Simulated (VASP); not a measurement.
Write the native input for VASP 6.6.1 that does the following.

```
Task                   : single point
Functional             : PBE
Potentials or basis    : VASP PAW PBE potentials, release 64 (Te)
Cutoff                 : 520 eV
k mesh                 : 4 × 4 × 4
Occupations            : gaussian, width 0.1 eV
Spin                   : no spin polarisation
Dipole correction      : no
Further INCAR settings : ALGO = Fast; EDIFF = 1e-06; NBANDS = 23
```

The structure of Te lies in POSCAR:

```
Te
1.0
    5.5103284888      0.1555873444     -0.2859396792
   -2.6520677166      8.5042925344     -2.0291140286
   -1.5963269390     -2.3888145660      4.4644362414
Te
5
Direct
    0.2398728871      0.1082483719      0.7563135400
    0.7248355488      0.0969676526      0.2461908239
    0.7317927256      0.4821626528      1.0035442185
    0.7292849980      0.7899246247      0.6264749719
    0.2185168839      0.4710735616      0.4935807377
```

The cell was built by a generator and needn't be a form met in nature.

The cell isn't the ideal one: random cell without symmetry.

The input as run:

INCAR

```
PREC = Accurate
ENCUT = 520
EDIFF = 1E-6
ISMEAR = 0
SIGMA = 0.1
LREAL = F
LASPH = T
NELM = 100
ALGO = Fast
ISIF = 2
LWAVE = F
LCHARG = T
GGA = PE
LELF = T
LVHAR = T
NBANDS = 23
```

KPOINTS

```
Automatic mesh
0
Gamma
  4 4 4
```

Potentials or basis: VASP PAW PBE potentials, release 64 (Te).

The run is started by

```console
$ cat potpaw_PBE.64/Te/POTCAR > POTCAR
$ mpirun -np 1 vasp_std > vasp.out
```

Results of the run:

```json
{"Pressure": "0.1 GPa", "Largest force": "0.028 eV/Å", "Band gap on the k mesh": "none (metal or under the smearing width)"}
```

Caveat: the k mesh is coarse (spacing up to 0.43 Å⁻¹), so the values aren't converged.

Wall time 120 s on 1 thread of Intel(R) Xeon(R) 6975P-C (Granite Rapids) (shared host), peak memory 0.37 GiB.
